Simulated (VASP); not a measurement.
# Zn: equation of state with PBEsol

Zn:

```
Zn
1.0
    -1.56904    1.56904    1.56904
     1.56904   -1.56904    1.56904
     1.56904    1.56904   -1.56904
Zn
1
Direct
  0.00000 0.00000 0.00000
```

This isn't the form of Zn at room conditions, which is hcp.

```
Program             : VASP 6.6.1
Task                : equation of state
Functional          : PBEsol
Potentials or basis : VASP PAW PBE potentials, release 64 (Zn)
Cutoff              : 520 eV
k mesh              : 12 × 12 × 12
Occupations         : fermi-dirac, width 0.05 eV
Spin                : no spin polarisation
```

The equilibrium volume is 14.33 Å³/atom (rough: see the caveat) and the bulk modulus is 78 GPa (rough).

Energy against volume, from the lowest point:
```tsv
volume (Å³/atom)	energy (meV/atom)
14.524	0.00
14.833	3.45
15.142	9.51
15.451	17.87
15.760	28.27
16.069	40.45
16.378	54.11
```

All runs of the series together: 110 s on 1 thread of Intel(R) Xeon(R) Platinum 8375C CPU @ 2.90GHz (Ice Lake), with other jobs on the host.

Caveat: the minimum lies outside the volumes run; the PAW data sets were made with another functional, which shifts forces and pressure a little.
